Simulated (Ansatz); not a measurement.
# Coordination and O-17 quadrupole coupling in HfO2 at a changed volume

Cell: a structure deposited in the COD, relaxed with PBE at fixed cell and then changed (volume scaled by 0.98, ions relaxed).

```cif
data_HfO2
_symmetry_space_group_name_H-M 'P2_1/c'
_symmetry_Int_Tables_number 14
_cell_length_a 5.0836
_cell_length_b 5.1509
_cell_length_c 5.2486
_cell_angle_alpha 90.000
_cell_angle_beta 99.352
_cell_angle_gamma 90.000
loop_
_atom_site_label
_atom_site_type_symbol
_atom_site_symmetry_multiplicity
_atom_site_Wyckoff_symbol
_atom_site_fract_x
_atom_site_fract_y
_atom_site_fract_z
Hf Hf 4 e 0.2773 0.0414 0.2080
O5 O 4 e 0.4445 0.7591 0.4825
O9 O 4 e 0.0767 0.3473 0.3320
```

One atom of each set is listed.

The numbers come from a DFT calculation in Ansatz (PBE, plane waves and PAW, scalar-relativistic, 420 eV cutoff, Γ-centred 6×6×6 k-points, Fermi–Dirac smearing 0.02 eV).

Q(O-17) = -25.58 mb.

**Question.** Order the O environments from the weakest to the strongest quadrupole coupling.
A. O5: 4 Hf at 2.12–2.22 Å
B. O9: 3 Hf at 2.04–2.15 Å

**Answer.** A (0.693 MHz, η = 0.92), B (0.862 MHz, η = 0.77).

Like point charges on the first shell alone (each adding as 1/d³) would give the same order.

Without spin–orbit coupling the gradients at and beside Hf can be off by some per cent, at some sites by more. At this changed cell the PBE pressure is 9 GPa.
